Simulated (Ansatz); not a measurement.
System: zinc-blende ZnTe. Method: PBE0 in Ansatz (PAW).

Run with plane-wave cutoff 460 eV, 8×8×8 k mesh, Fermi–Dirac smearing 0.01 eV, scalar-relativistic PAW data made under PBE.

Response to compression and expansion:

| V (Å³/atom) | P (GPa) | direct gap at Γ (eV) |
|---|---|---|
| 27.440 | 2.86 | 3.052 |
| 28.039 | 1.60 | 2.932 |
| 28.885 | 0.06 | 2.770 |
| 29.607 | -1.08 | 2.637 |
| 30.329 | -2.07 | 2.509 |

A straight line through the gaps at Γ against ln V gives a volume deformation potential dE_g(Γ)/d ln V of -5.4 eV: the gap at Γ widens under compression.

Measured, for comparison: band gap 2.43 eV (zero-point renormalisation of 40 meV (experimental, the table's column) added back, direct; as tabulated in Miglio et al. (2020), arXiv:2011.12765).

Spin–orbit coupling is not included; with these elements it can move the gap by several tenths of an eV or more.

Ansatz is an electronic-structure program.
